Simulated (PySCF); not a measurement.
Electric field gradients and quadrupole coupling constants

Propionate ion, C3H5O2 (charge -1).
Geometry (PBE0-D3(BJ)/def2-SVP, Å), atoms numbered from 1 in this order:
```xyz
10
C3H5O2 angstrom
C     -1.1785   -0.0390    0.0879
C      0.2137   -0.3881   -0.4060
C      1.3529    0.4281    0.3039
O      1.0146    1.5541    0.7244
O      2.4657   -0.1284    0.3334
H     -1.3316   -0.3898    1.1231
H     -1.9891   -0.4632   -0.5340
H     -1.2629    1.0583    0.1137
H      0.2934   -0.1595   -1.4864
H      0.4397   -1.4633   -0.3049
```

Field gradients from the PBE0/pcSseg-1 density (PySCF, non-relativistic), principal values in atomic units, ordered |Vxx| ≤ |Vyy| ≤ |Vzz|:

```csv
atom,Vxx,Vyy,Vzz
O4,0.4276,0.9573,-1.3849
O5,0.4698,0.9804,-1.4501
```

Find the asymmetry η = (Vxx − Vyy)/Vzz and the couplings χ = eQV/h (234.96 MHz × Q in barn × V in au), with Q(17O) = −0.0256 b.

| atom | environment | nucleus | η | χzz (MHz) | χxx (MHz) | χyy (MHz) |
| --- | --- | --- | --- | --- | --- | --- |
| O4 | carboxylate oxygen | 17O | 0.38 | 8.33 | -2.57 | -5.76 |
| O5 | carboxylate oxygen | 17O | 0.35 | 8.72 | -2.83 | -5.90 |

What is Vzz at O5 in SI units (1 au = 9.71736 × 10²¹ V/m²)?

-1.4501 au = -14.091 × 10²¹ V/m².

And the gradient at the other heavy atoms, for which no coupling is worked out here?

```tsv
atom	environment	Vzz (au)	η
C1	methyl carbon	-0.063	0.78
C2	sp3 carbon next to a carbonyl	-0.094	0.75
C3	carboxylate carbon	0.394	0.41
```

Were the hydrogens deuterons (Q(2H) = 0.00286 b), χzz would run from 195 kHz (H9) to 198 kHz (H6 and H10).

Isolated species at its PBE0-D3(BJ)/def2-SVP geometry (one conformer only). The pcSseg-1 basis has no diffuse functions, a weakness for an anion. The small basis limits the accuracy of the gradients.
